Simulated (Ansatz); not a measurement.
## SiC — quadrupolar parameters

The cell is a refined structure from the COD whose atoms were relaxed with PBE, the cell held.

Space group Cmc2_1 (No. 36); a = 3.0778, b = 5.3350, c = 15.1219 Å.

| site | Wyckoff | site symmetry | x | y | z |
| --- | --- | --- | --- | --- | --- |
| Si1 | 4a | m.. | 0.5000 | 0.3333 | 0.1423 |
| Si3 | 4a | m.. | 0.5000 | 0.9999 | 0.4755 |
| Si5 | 4a | m.. | 0.5000 | 0.6666 | 0.3088 |
| C7 | 4a | m.. | 0.5000 | 0.9998 | 0.3502 |
| C9 | 4a | m.. | 0.5000 | 0.3334 | 0.0173 |
| C11 | 4a | m.. | 0.5000 | 0.6666 | 0.1838 |

One atom of each set is listed; the run and its k-mesh use a cell of 12 atoms with edges of 3.08, 3.08, 15.12 Å.

Level of theory: DFT, r2SCAN, plane waves and PAW, scalar-relativistic, 500 eV cutoff, Γ-centred 16×16×3 k-points, Fermi–Dirac smearing 0.02 eV (Ansatz 0.2.0).

Conventions: |V_zz| ≥ |V_yy| ≥ |V_xx|, η = (V_xx − V_yy)/V_zz, C_Q = eQV_zz/h.

(1) Give the quadrupolar parameters of the distinct sites.

## Answers

(1) 

| site | atoms | first shell | V_zz (10²¹ V/m²) | η | C_Q (MHz) |
| --- | --- | --- | --- | --- | --- |
| Si1 | 2 | 4 C at 1.89 Å | 0.21 | 0.01 | – |
| Si3 | 2 | 4 C at 1.89 Å | -0.051 | 0.06 | – |
| Si5 | 2 | 4 C at 1.88–1.89 Å | 0.28 | 0.01 | – |
| C7 | 2 | 4 Si at 1.88–1.89 Å | 0.21 | 0.06 | – |
| C9 | 2 | 4 Si at 1.89 Å | 0.057 | 0.23 | – |
| C11 | 2 | 4 Si at 1.89 Å | 0.029 | 0.46 | – |

Si, C have no stable isotope with a ground-state quadrupole moment in the table, so no C_Q is given.

The run took 25 s of wall time (95 s of CPU time) and 1.1 GiB at its peak, on 4 threads of Intel Xeon Platinum 8375C CPU @ 2.90GHz (Ice Lake) (x86_64; 16 cores open to the job, memory cap 8.0 GiB, no GPU), a shared host with a load of 0.3 a core.
